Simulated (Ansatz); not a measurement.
Crystal: HgTe (Coloradoite).

```
Hg Te
1.0
     0.00000    3.21450    3.21450
     3.21450    0.00000    3.21450
     3.21450    3.21450    0.00000
Hg Te
1 1
Direct
  0.00000 0.00000 0.00000
  0.75000 0.75000 0.75000
```

- Program: Ansatz 0.2.0
- Task: relaxation of cell and atoms
- Functional: PBE
- Dispersion: D3(BJ)
- Potentials or basis: Ansatz PAW
- Cutoff: 420 eV (not typed: the program's choice for these potentials)
- k mesh: 7 × 7 × 7
- Occupations: fermi-dirac, width 0.05 eV
- Spin: no spin polarisation

At the start: volume 33.22 Å³/atom.

**Question.** How do energy, volume and symmetry change on relaxing?

**Answer.** It ends after 5 steps and the volume is 35.08 Å³/atom (+5.6 %); space group F-43m (No. 216, to 0.05 Å).

The path:
```tsv
step	energy change (eV)	largest force (eV/Å)	volume (Å³)
1	0.0000	0.0000	66.43
2	-0.0177	0.0000	72.47
3	-0.0267	0.0000	70.43
4	-0.0268	0.0000	70.16
5	-0.0276	0.0000	70.16
```

Final structure:
```
CELL_PARAMETERS angstrom
0.00000 3.27351 3.27351
3.27351 0.00000 3.27351
3.27351 3.27351 0.00000
ATOMIC_POSITIONS crystal
Hg 0.00000 0.00000 0.00000
Te 0.75000 0.75000 0.75000
```

Caveat: the plane-wave basis is chosen anew once the cell has moved, so the energies of steps on either side of that aren't comparable.
